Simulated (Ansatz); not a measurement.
Fluorite SrF2

Level of theory: r²SCAN0 (Ansatz, a quantum-chemistry and plane-wave program, PAW).

Run with plane-wave cutoff 520 eV, 8×8×8 k mesh, Fermi–Dirac smearing 0.01 eV, scalar-relativistic PAW data made under PBE.

Cell: relaxed at this level.

For fluorite SrF2, the equilibrium volume per atom comes out as 15.99 Å³/atom. The bulk modulus B0 is 76.9 GPa and the lattice parameter a is 5.767 Å. The band gap comes out as 10.22 eV (on the SCF k mesh), the smallest direct gap on the k points sampled comes out as 10.32 eV and the pressure derivative B′ of the bulk modulus comes out as 4.5.

Measured, for comparison: band gap 11.1 eV (temperature not stated, not corrected to a static lattice; as tabulated in Aguado et al. (1999), arXiv:cond-mat/9901145); bulk modulus 69 GPa (temperature not stated, not corrected to a static lattice; as tabulated in On the Morphology of Group II Metal Fluoride Nanocrystals at Finite Temperature …). Computed (rounded) less measured: bulk modulus +11 %.

Spin–orbit coupling is not included.
